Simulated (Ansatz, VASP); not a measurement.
## WSe2 in VASP and in Ansatz

INCAR

```
ALGO = Normal ; EDIFF = 1E-6
ENCUT = 520 ; GGA = PE
ISIF = 2 ; ISMEAR = 0
LASPH = T ; LCHARG = F
LREAL = F ; LWAVE = F
NBANDS = 35 ; NELM = 80
PREC = Accurate ; SIGMA = 0.01
```

Contents of KPOINTS:

```
k-points
0
Gamma
  12 12 2
```

Contents of POSCAR:

```
WSe2
1.0
    3.2996674459      0.0000000000      0.0000000000
   -1.6498337230      2.8575958322      0.0000000000
    0.0000000000      0.0000000000     13.1487009329
W Se
2 4
Direct
    0.3333333333      0.6666666667      0.2500000000
    0.6666666667      0.3333333333      0.7500000000
    0.6666666667      0.3333333333      0.3766602598
    0.6666666667      0.3333333333      0.1233397402
    0.3333333333      0.6666666667      0.8766602598
    0.3333333333      0.6666666667      0.6233397402
```

Input for Ansatz:

```yaml
crystal:
  lattice:
    - [3.2996674459, 0.0, 0.0]
    - [-1.649833723, 2.8575958322, 0.0]
    - [0.0, 0.0, 13.1487009329]
  atoms:
    - { symbol: W, position: [0.3333333333, 0.6666666667, 0.25] }
    - { symbol: W, position: [0.6666666667, 0.3333333333, 0.75] }
    - { symbol: Se, position: [0.6666666667, 0.3333333333, 0.3766602598] }
    - { symbol: Se, position: [0.6666666667, 0.3333333333, 0.1233397402] }
    - { symbol: Se, position: [0.3333333333, 0.6666666667, 0.8766602598] }
    - { symbol: Se, position: [0.3333333333, 0.6666666667, 0.6233397402] }
kpoints:
  mp_grid: { grid: [12, 12, 2] }
  band_path:
    path:
      - [0.0, 0.0, 0.0]
      - [0.5, 0.0, 0.0]
      - [0.3333333333, 0.3333333333, 0.0]
      - [0.0, 0.0, 0.5]
      - [0.5, 0.0, 0.5]
      - [0.3333333333, 0.3333333333, 0.5]
      - [0.179687, 0.179688, 0.0]
    npoints: 1
hamiltonian:
  xc: pbe
scf:
  occupations: { method: fixed }
  n_extra_bands: 5
output:
  forces: true
  stress: true
  eigenvalues: true
```

Alike in both runs: task single point; functional PBE; k mesh 12 × 12 × 2; no spin polarisation.

```csv
,VASP,Ansatz
version,VASP 6.6.1,Ansatz 0.2.0
potentials or method,"VASP PAW PBE potentials, release 64 (W_sv, Se)","plane waves, PAW"
plane-wave cutoff (eV),520,420
occupations,"gaussian, width 0.01 eV",fixed
valence electrons in the cell,52,92
```

Ansatz gave:

- gap on the k mesh at the Fermi level (eV): 1.04
- pressure (GPa): 3.4
- largest component of the traceless stress (GPa): 1.08
- rms of the force components (eV/Å): 0.131

Problem. What did VASP give for the same quantities?

Solution. gap on the k mesh at the Fermi level (eV): 1.04; pressure (GPa): 3.7; largest component of the traceless stress (GPa): 1.16; rms of the force components (eV/Å): 0.153.

Atom by atom the forces differ by 0.023 eV/Å (rms over components). The two sets of potentials don't hold the same shells in valence.

Caveats: spin-orbit coupling is left out, which moves the levels of the heavy elements; this functional lacks dispersion, which binds the layers, so the pressure and a relaxed spacing across them are unreliable. As with any semilocal functional, this PBE gap is likely too small. A k mesh can miss the band edges.
